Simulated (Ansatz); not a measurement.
Here is an Ansatz 0.2.0 calculation.

File input.yaml:

```yaml
crystal:
  lattice:
    - [2.193, 1.2661291403, 10.1656666667]
    - [-2.193, 1.2661291403, 10.1656666667]
    - [0.0, -2.5322582807, 10.1656666667]
  atoms:
    - { symbol: Bi, position: [0.6, 0.6, 0.6] }
    - { symbol: Bi, position: [0.4, 0.4, 0.4] }
    - { symbol: Te, position: [0.7905, 0.7905, 0.7905] }
    - { symbol: Te, position: [0.2095, 0.2095, 0.2095] }
    - { symbol: Te, position: [0.0, 0.0, 0.0] }
hamiltonian:
  xc: pbe
  pseudopotentials: { kind: paw }
kpoints:
  mp_grid: { grid: [7, 7, 7] }
  band_path:
    path:
      - [[0.0, 0.0, 0.0], [0.5, 0.0, 0.0], [0.5, 0.1770083925, -0.1770083925]]
      - [[0.8229916075, 0.5, 0.1770083925], [0.5, 0.5, 0.5], [0.0, 0.0, 0.0], [0.3385041962, 0.0, -0.3385041962]]
      - [[0.6614958038, 0.3385041962, 0.0], [0.5, 0.5, 0.0], [0.6614958038, 0.6614958038, 0.1770083925], [0.5, 0.5, 0.5]]
      - [[0.5, 0.0, 0.0], [0.8229916075, 0.3385041962, 0.3385041962]]
    npoints: 14
scf:
  occupations: { method: fermi_dirac, width: 0.05 }
  n_extra_bands: 12
output:
  forces: true
  stress: true
  eigenvalues: true
  fatbands: false
  write_density: true
  write_potential: true
  elf: true
  volumetric_format: npy
```

Potentials or basis: Ansatz PAW.

Command:

```sh
$ ansatz run input.yaml --threads 2 --pin off --max-ram 5632MiB --backend cpu --events-out ev --progress --plain --runs-dir out
```

Q: Estimate the band gap on the k mesh.

A: 0.29 eV, direct.

Q: Estimate the largest force.

A: 0.042 eV/Å.

Q: Estimate the band gap along the path.

A: 0.29 eV, direct.

Levels at the corners of the path, in eV from the valence-band top:
```tsv
point	band 37	band 38	band 39	band 40	band 41	band 42
Γ	-0.87	-0.87	0.00	0.29	0.65	0.65
L	-2.42	-0.92	-0.51	0.58	1.06	2.75
B1	-1.95	-0.98	-0.78	1.20	1.45	2.52
B	-1.95	-0.98	-0.78	1.20	1.45	2.52
Z	-1.16	-1.16	-0.44	0.84	1.13	1.13
Γ	-0.87	-0.87	0.00	0.29	0.65	0.65
X	-1.63	-1.39	-0.65	1.08	2.01	2.05
Q	-1.63	-1.39	-0.65	1.08	2.01	2.05
F	-1.82	-1.55	-0.96	0.85	1.52	2.05
P1	-1.36	-1.32	-1.24	1.17	1.31	1.68
Z	-1.16	-1.16	-0.44	0.84	1.13	1.13
L	-2.42	-0.92	-0.51	0.58	1.06	2.75
P	-1.36	-1.32	-1.24	1.17	1.31	1.68
```

Caveat: spin-orbit coupling is left out, which as a rule narrows the gap of such compounds by several tenths of an eV.

**Experimental background.**

From “Vacancy and Antisite-Induced Ferromagnetism in Liquid-Phase Exfoliated Bi2Te3”, 2024, arxiv:2412.10539, for a bulk crystal of Bi2Te3: band gap 0.17 eV.

Measured gap of Bi2Te3: 0.17 eV (quoted in “Vacancy and Antisite-Induced Ferromagnetism in Liquid-Phase Exfoliated Bi2Te3”, 2024, arxiv:2412.10539). This calculation gives 0.29 eV (+0.12 eV). Spin-orbit coupling on Bi, Te is left out. The value is that of PBE, without temperature or zero-point motion.
